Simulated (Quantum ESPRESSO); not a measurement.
# C under changes of volume

One of the cells (5.672 Å³/atom); the others are scaled copies at fixed shape and fractional positions:

```xyz
2
Lattice="0.0000 1.7834 1.7834 1.7834 0.0000 1.7834 1.7834 1.7834 0.0000" Properties=species:S:1:pos:R:3 pbc="T T T"
C     2.6751    2.6751    2.6751
C     1.7834    1.7834    1.7834
```

This isn't the form of C at room conditions, which is graphite.

```yaml
Program: Quantum ESPRESSO 7.5
Functional: PBE
Potentials_or_basis: SSSP 1.3 efficiency PBE
Cutoff: 748 eV
Density_cutoff: 5987 eV
k_mesh: 13 × 13 × 13
Occupations: fermi-dirac, width 0.05 eV
Spin: no spin polarisation
```

```csv
volume (Å³/atom),energy over the lowest point (meV/atom),pressure (GPa),gap on the mesh (eV)
5.332,?,?,?
5.445,16.61,21.4,4.25
5.558,4.86,11.2,4.20
5.672,0.00,1.9,4.16
5.785,1.39,-6.5,4.11
5.899,8.51,-14.2,4.07
6.012,20.82,-21.2,4.03
```

Task: What does the run at 5.332 Å³/atom give?

Result: Energy over the lowest point 35.90 meV/atom; pressure 32.6 GPa; gap on the mesh 4.29 eV.

Worked out: A Birch-Murnaghan fit of order 3 (a polynomial in V^(-2/3)) to the other rows has its minimum at 5.70 Å³/atom with B0 = V·E''(V) = 434 GPa and B' = 3.7. It gives 35.83 meV/atom at 5.332 Å³/atom, against the run's 35.90, and -dE/dV = 32.9 GPa, against 32.6. A straight line through the other rows of the gap, of slope -2.22 eV per unit of ln V, extrapolates to 4.29 eV, against the run's 4.29.

Energies are extrapolated to zero smearing.

Caveats: an odd mesh through Γ misses points on the zone boundary, where band edges often lie.
